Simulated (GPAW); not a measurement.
The system is Ge.

```xyz
4
Lattice="3.9976 0.0000 0.0000 -1.9988 3.4620 0.0000 0.0000 0.0000 6.5994" Properties=species:S:1:pos:R:3 pbc="T T T"
Ge    0.0000    2.3080    6.1843
Ge    1.9988    1.1540    2.8846
Ge    0.0000    2.3080    3.7148
Ge    1.9988    1.1540    0.4151
```

This isn't the form of Ge at room conditions, which is diamond.

Base run:

```yaml
Program: GPAW 26.7.0
Functional: PBEsol
Potentials_or_basis: PAW data sets generated in the run's folder for this functional
Cutoff: 600 eV
Basis: pw
k_mesh: 6 × 6 × 4
Occupations: fermi-dirac, width 0.05 eV
Spin: no spin polarisation
```

Its results: pressure 0.3 GPa.

Task: The run is repeated on the same cell with these changes: functional from PBEsol to LDA; potentials or basis from PAW data sets generated in the run's folder for this functional to the program's PAW data sets (release 1.2.1) made for this functional. What comes out?

Result: Pressure -1.5 GPa.
